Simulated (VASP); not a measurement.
# KBr in VASP: one cell, several levels of theory, part 2 of 2

VASP 6.6.1, plane waves, PAW. Earlier steps stand in the parts before.

### Step 3. r2SCAN

Input file INCAR:

```
ENCUT = 520.000000
SIGMA = 0.010000
EDIFF = 1.00e-07
ALGO = Normal
METAGGA = R2SCAN
PREC = Accurate
IBRION = -1
ISIF = 2
ISMEAR = 0
NBANDS = 15
NELM = 120
NSW = 0
LASPH = .TRUE.
LCHARG = .FALSE.
LWAVE = .FALSE.
LREAL = .FALSE.
```

Input file KPOINTS:

```
KPOINTS created by Atomic Simulation Environment
0
Gamma
6 6 6
0 0 0
```

Input file KPOINTS_OPT:

```
special points
6
Reciprocal
0.0000000000 0.0000000000 0.0000000000 1
0.5000000000 0.0000000000 0.5000000000 1
0.6250000000 0.2500000000 0.6250000000 1
0.3750000000 0.3750000000 0.7500000000 1
0.5000000000 0.5000000000 0.5000000000 1
0.5000000000 0.2500000000 0.7500000000 1
```

Input file POSCAR:

```
K  Br
 1.0000000000000000
     0.0000000000000000    3.3022478200999998    3.3022478200999998
     3.2583279241000001    0.0000000000000000    3.3022478200999998
     3.2583279241000001    3.3022478200999998    0.0000000000000000
 K   Br
   1   1
Cartesian
  0.0000000000000000  0.0000000000000000  0.0000000000000000
  3.2583279240999996  3.3022478201000003  3.3022478201000007
```

Command:

```bash
$ mpirun -np 1 vasp_std
```

Printed to the terminal (iteration lines stand in OSZICAR):

```text
POSCAR found type information on POSCAR K Br
 POSCAR found :  2 types and       2 ions
 -----------------------------------------------------------------------------
|                                                                             |
|                                                                             |
|     You enforced a specific xc type in the INCAR file but a different       |
|     I HOPE YOU KNOW WHAT YOU ARE DOING!                                     |
|                                                                             |
 -----------------------------------------------------------------------------

 LDA part: xc-table for (None), standard interpolation
 POSCAR, INCAR and KPOINTS ok, starting setup
 FFT: planning ... GRIDC
 FFT: planning ... GRID_SOFT
 FFT: planning ... GRID
 WAVECAR not read
 entering main loop
 Start KPOINTS_OPT (optional k-point list driver)
k-point batch [1-6\6]
```

OSZICAR:

```text
N       E                     dE             d eps       ncg     rms          rms(c)
DAV:   1     0.764889830441E+02    0.76489E+02   -0.69854E+03   900   0.957E+02
DAV:   2    -0.207580215002E+02   -0.97247E+02   -0.89944E+02  1153   0.233E+02
DAV:   3    -0.267621221014E+02   -0.60041E+01   -0.59683E+01  1266   0.499E+01
DAV:   4    -0.270170553250E+02   -0.25493E+00   -0.25482E+00  1381   0.923E+00
DAV:   5    -0.270189659614E+02   -0.19106E-02   -0.19106E-02  1294   0.927E-01    0.298E+00
DAV:   6    -0.232597656500E+02    0.37592E+01   -0.10627E+00  1385   0.859E+00    0.172E+00
DAV:   7    -0.232307548046E+02    0.29011E-01   -0.15239E-01  1215   0.231E+00    0.867E-01
DAV:   8    -0.232407125077E+02   -0.99577E-02   -0.91734E-03  1033   0.751E-01    0.425E-01
DAV:   9    -0.232464332821E+02   -0.57208E-02   -0.40698E-03   956   0.606E-01    0.107E-01
DAV:  10    -0.232465176722E+02   -0.84390E-04   -0.66911E-05  1272   0.634E-02    0.559E-02
DAV:  11    -0.232466531668E+02   -0.13549E-03   -0.11353E-04   942   0.967E-02    0.825E-03
DAV:  12    -0.232466525320E+02    0.63487E-06   -0.19390E-06  1271   0.100E-02    0.283E-03
DAV:  13    -0.232466526109E+02   -0.78956E-07   -0.33138E-07  1075   0.413E-03
   1 F= -.23246653E+02 E0= -.23246653E+02  d E =-.675435E-15
       N       E                     dE             ncg
DAV:   1     0.532491167419E+03   -0.27640E+04      180
DAV:   2    -0.764751836929E+02   -0.60897E+03      236
DAV:   3    -0.112087430697E+03   -0.35612E+02      250
DAV:   4    -0.113713478133E+03   -0.16260E+01      272
DAV:   5    -0.113721970577E+03   -0.84924E-02      250
DAV:   6    -0.113722159473E+03   -0.18890E-03      254
DAV:   7    -0.113722161058E+03   -0.15853E-05      266
DAV:   8    -0.113722161077E+03   -0.18389E-07      175
```

From OUTCAR:

```text
k-points           NKPTS =     30   k-points in BZ     NKDIM =     30   number of bands    NBANDS=     15

   NELECT =      16.0000    total number of electrons

   dimension x,y,z NGX =    36 NGY =   36 NGZ =   36
   dimension x,y,z NGXF=    72 NGYF=   72 NGZF=   72

  energy-cutoff  :      520.00
  volume of cell :       71.06
      direct lattice vectors                 reciprocal lattice vectors
     0.000000000  3.302247820  3.302247820    -0.153452940  0.151412016  0.151412016
     3.258327924  0.000000000  3.302247820     0.153452940 -0.151412016  0.151412016
     3.258327924  3.302247820  0.000000000     0.153452940  0.151412016 -0.151412016

 k-points in reciprocal lattice and weights: KPOINTS created by Atomic Simulation Env
   0.00000000  0.00000000  0.00000000       0.005
   0.16666667  0.00000000  0.00000000       0.037
   0.33333333  0.00000000  0.00000000       0.037
   0.50000000  0.00000000  0.00000000       0.019
   0.16666667  0.16666667  0.00000000       0.019
   0.33333333  0.16666667  0.00000000       0.074
   0.50000000  0.16666667 -0.00000000       0.074
  -0.33333333  0.16666667 -0.00000000       0.074
[... 22 more k-points ...]

 E-fermi :  -2.0485

 k-point     1 :       0.0000    0.0000    0.0000
  band No.  band energies     occupation
      1     -30.9617      2.00000
      2     -14.8463      2.00000
      3     -13.6692      2.00000
      4     -13.6692      2.00000
      5     -13.6684      2.00000
      6      -2.1063      2.00000
      7      -2.1063      2.00000
      8      -2.0979      2.00000
      9       3.0079      0.00000
     10       6.1060      0.00000
     11       6.1060      0.00000
     12       6.1896      0.00000
     13       7.0881      0.00000
     14       7.1559      0.00000
     15       9.9835      0.00000

 k-point     2 :       0.1667    0.0000    0.0000
  band No.  band energies     occupation
      1     -30.9603      2.00000
      2     -14.8956      2.00000
      3     -13.6708      2.00000
      4     -13.6696      2.00000
      5     -13.5995      2.00000
      6      -2.4644      2.00000
      7      -2.1956      2.00000
      8      -2.1906      2.00000
      9       3.6651      0.00000
     10       5.9545      0.00000
     11       6.4519      0.00000
     12       6.5025      0.00000
     13       7.4610      0.00000
     14       7.5354      0.00000
     15      10.9831      0.00000

 k-point     3 :       0.3333    0.0000    0.0000
  band No.  band energies     occupation
      1     -30.9574      2.00000
      2     -14.9813      2.00000
      3     -13.6739      2.00000
      4     -13.6713      2.00000
      5     -13.4727      2.00000
      6      -3.0455      2.00000
      7      -2.3636      2.00000
      8      -2.3598      2.00000
      9       4.7271      0.00000
     10       6.2454      0.00000
     11       7.3778      0.00000
     12       7.4180      0.00000
     13       8.3984      0.00000
     14       8.4875      0.00000
     15      10.3430      0.00000

 k-point     4 :       0.5000    0.0000    0.0000
  band No.  band energies     occupation
      1     -30.9559      2.00000
      2     -15.0194      2.00000
      3     -13.6755      2.00000
      4     -13.6721      2.00000
      5     -13.4135      2.00000
      6      -3.2927      2.00000
      7      -2.4429      2.00000
      8      -2.4399      2.00000
      9       5.0540      0.00000
     10       6.8106      0.00000
     11       8.4593      0.00000
     12       8.4620      0.00000
     13       8.6879      0.00000
     14       8.8060      0.00000
     15       9.8671      0.00000

 k-point     5 :       0.1667    0.1667    0.0000
  band No.  band energies     occupation
      1     -30.9598      2.00000
      2     -14.8858      2.00000
      3     -13.6777      2.00000
      4     -13.6776      2.00000
      5     -13.5993      2.00000
      6      -2.5504      2.00000
      7      -2.1907      2.00000
      8      -2.1861      2.00000
      9       3.8196      0.00000
     10       5.4274      0.00000
     11       6.8231      0.00000
     12       6.8979      0.00000
     13       7.3453      0.00000
     14       7.7952      0.00000
     15      11.2462      0.00000

 k-point     6 :       0.3333    0.1667    0.0000
  band No.  band energies     occupation
      1     -30.9575      2.00000
      2     -14.9206      2.00000
      3     -13.6832      2.00000
      4     -13.6819      2.00000
      5     -13.5440      2.00000
      6      -2.8983      2.00000
      7      -2.3614      2.00000
      8      -2.3094      2.00000
      9       4.7580      0.00000
     10       5.3467      0.00000
     11       7.5826      0.00000
     12       7.6948      0.00000
     13       7.9605      0.00000
     14       8.3636      0.00000
     15      10.3240      0.00000

 k-point     7 :       0.5000    0.1667   -0.0000
  band No.  band energies     occupation
      1     -30.9555      2.00000
      2     -14.9606      2.00000
      3     -13.6923      2.00000
      4     -13.6809      2.00000
      5     -13.4800      2.00000
      6      -3.1365      2.00000
      7      -2.5286      2.00000
      8      -2.4281      2.00000
      9       5.2469      0.00000
     10       6.3556      0.00000
     11       8.0128      0.00000
     12       8.2731      0.00000
     13       8.6047      0.00000
     14       8.7859      0.00000
     15       9.7932      0.00000

 k-point     8 :      -0.3333    0.1667   -0.0000
  band No.  band energies     occupation
      1     -30.9560      2.00000
      2     -14.9687      2.00000
      3     -13.6988      2.00000
      4     -13.6732      2.00000
      5     -13.4677      2.00000
      6      -3.1045      2.00000
      7      -2.4927      2.00000
      8      -2.4321      2.00000
      9       5.2729      0.00000
     10       6.2375      0.00000
     11       7.6945      0.00000
     12       7.7482      0.00000
     13       8.3466      0.00000
     14       9.4578      0.00000
     15       9.9315      0.00000

[... the tables of k-points 9 to 30 left out ...]

  Total        0.2678939      0.0400202      0.0400202     -0.0000000      0.0000000      0.0000000
  in kB        6.0398941      0.9022882      0.9022882     -0.0000000      0.0000000      0.0000000
  external PRESSURE =       2.6148235 kB  Pullay stress =       0.0000000 kB

 POSITION                                       TOTAL-FORCE (eV/Angst)
 -----------------------------------------------------------------------------------
      0.00000      0.00000      0.00000        -0.000000      0.000000     -0.000000
      3.25833      3.30225      3.30225         0.000000     -0.000000      0.000000
 -----------------------------------------------------------------------------------
    total drift:                                0.000000      0.000000      0.000000

  FREE ENERGIE OF THE ION-ELECTRON SYSTEM (eV)
  ---------------------------------------------------
  free  energy   TOTEN  =       -23.2466526109 eV

  energy  without entropy=      -23.2466526109  energy(sigma->0) =      -23.24665261
```

Hardware: 1 MPI rank of Intel Xeon 6975P-C, shared host.

The levels at the points of KPOINTS_OPT are read from vasprun.xml.

Near the gap, in eV above the top of the last filled band v; c is the band after it:

| point | v−1 | v | c | c+1 |
| --- | --- | --- | --- | --- |
| Γ | -0.01 | 0.00 | 5.11 | 8.20 |
| X | -0.29 | -0.29 | 6.35 | 8.06 |
| U | -0.65 | -0.34 | 7.12 | 9.06 |
| K | -0.65 | -0.34 | 7.12 | 9.06 |
| L | -0.35 | -0.34 | 7.15 | 8.91 |
| W | -0.61 | -0.56 | 7.98 | 7.98 |

r2SCAN gives a direct gap of 5.11 eV at Γ. The pressure is 0.26 GPa; the forces vanish within 0.01 eV/Å.

### Step 4. Summary

The summary covers parts 1 to 2.

| level | gap (eV) | pressure (GPa) | Ansatz: gap (eV) | Ansatz: pressure (GPa) |
| --- | --- | --- | --- | --- |
| PBE | 4.46 | 0.96 | 4.46 | 0.92 |
| r2SCAN | 5.11 | 0.26 | 5.10 | 0.27 |

**Reading.** The gap spans 4.46 eV (PBE) to 5.11 eV (r2SCAN). At this one volume the pressure spans 0.3 GPa (r2SCAN) to 1.0 GPa (PBE): PBE wants the largest cell and r2SCAN the smallest. The two programs agree on the gap within 0.01 eV, far less than the spread between functionals. Datasets and cutoffs are each program's own.
